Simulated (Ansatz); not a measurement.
# SnO2: the cost of one run

Method: DFT PBEsol, scalar-relativistic, plane waves, PAW, in Ansatz 0.2.0.

1 further run of the same task is left out (set aside as unsound or not needed).

### 1 The starting structure

The structure is tetragonal, space group P4_2/mnm (No. 136). Conventional cell: a = 4.769 Å, b = 4.769 Å, c = 3.212 Å, α = 90.00°, β = 90.00°, γ = 90.00°. Sn (site symmetry mmm) is surrounded by 6 O at 2.07 Å. O (site symmetry m2m) has 3 Sn at 2.07 Å as nearest neighbours.

Structure file:

```xyz
6
Lattice="4.7690 0.0000 0.0000 0.0000 4.7690 0.0000 0.0000 0.0000 3.2121" Properties=species:S:1:pos:R:3 pbc="T T T"
Sn    0.0000    0.0000    0.0000
Sn    2.3845    2.3845    1.6060
O     1.4606    1.4606    0.0000
O     0.9239    3.8451    1.6060
O     3.3084    3.3084    0.0000
O     3.8451    0.9239    1.6060
```

This cell was relaxed beforehand with the same method: volume 12.18 Å³/atom, gap on the mesh 0.92 eV.

The bulk reference comes from a run made before at the same settings: -2357.1780 eV/atom.

### 2 Cutting the (110) slab

Planes are indexed in the bulk's conventional cell (P4_2/mnm (No. 136)), a = 4.769 Å, b = 4.769 Å, c = 3.212 Å, α = 90.00°, β = 90.00°, γ = 90.00°.

Cut from the relaxed bulk: a (110) slab, 6.0 Å thick as cut, with 15 Å of vacuum; its outer planes are O (top) and O (bottom).

The slab as cut. Layers, bottom to top:

| plane | atoms per cell | height over the lowest (Å) |
| --- | --- | --- |
| 1 | O | 0.00 |
| 2 | Sn2O2 | 1.31 |
| 3 | O | 2.61 |
| 4 | O | 3.37 |
| 5 | Sn2O2 | 4.68 |
| 6 | O | 5.99 |

### 3 The slab as cut, atoms at the bulk's places

A dipole layer in the vacuum cancels the field that periodic copies would set up if the slab's two faces differ.

Contents of input.yaml:

```yaml
crystal:
  lattice:
    - [3.2120647285, 0.0, 0.0]
    - [0.0, 6.7443703666, 0.0]
    - [0.0, 0.0, 20.9852728198]
  atoms:
    - { symbol: O, position: [0.0, 0.0, 0.3573934952] }
    - { symbol: Sn, position: [0.0, 0.5, 0.4196535301] }
    - { symbol: Sn, position: [0.5, 0.0, 0.4196535301] }
    - { symbol: O, position: [0.5, 0.3062763835, 0.4196535301] }
    - { symbol: O, position: [0.5, 0.6937236165, 0.4196535301] }
    - { symbol: O, position: [0.0, 0.0, 0.481913565] }
    - { symbol: O, position: [0.0, 0.5, 0.518086435] }
    - { symbol: Sn, position: [0.0, 0.0, 0.5803464699] }
    - { symbol: Sn, position: [0.5, 0.5, 0.5803464699] }
    - { symbol: O, position: [0.5, 0.8062763835, 0.5803464699] }
    - { symbol: O, position: [0.5, 0.1937236165, 0.5803464699] }
    - { symbol: O, position: [0.0, 0.5, 0.6426065048] }
basis:
  ecutwfc: 420
kpoints:
  mp_grid: { grid: [8, 4, 1] }
hamiltonian:
  xc: pbesol
scf:
  occupations: { method: gaussian, width: 0.05 }
output:
  forces: true
  stress: true
  eigenvalues: true
  write_density: true
  write_potential: true
  elf: true
  volumetric_format: npy
efield:
  axis: 3
  dipole_correction: true
```

Launch:

```
$ ansatz run input.yaml --threads 1 --pin off --max-ram 2560MiB --backend cpu --events-out ev --progress --plain --runs-dir out
```

**Question.** How long does this run take on 1 thread of Intel Xeon 6975P-C (Granite Rapids), shared host, and how much memory does it need?

About 24 s, with a peak of 0.77 GiB.
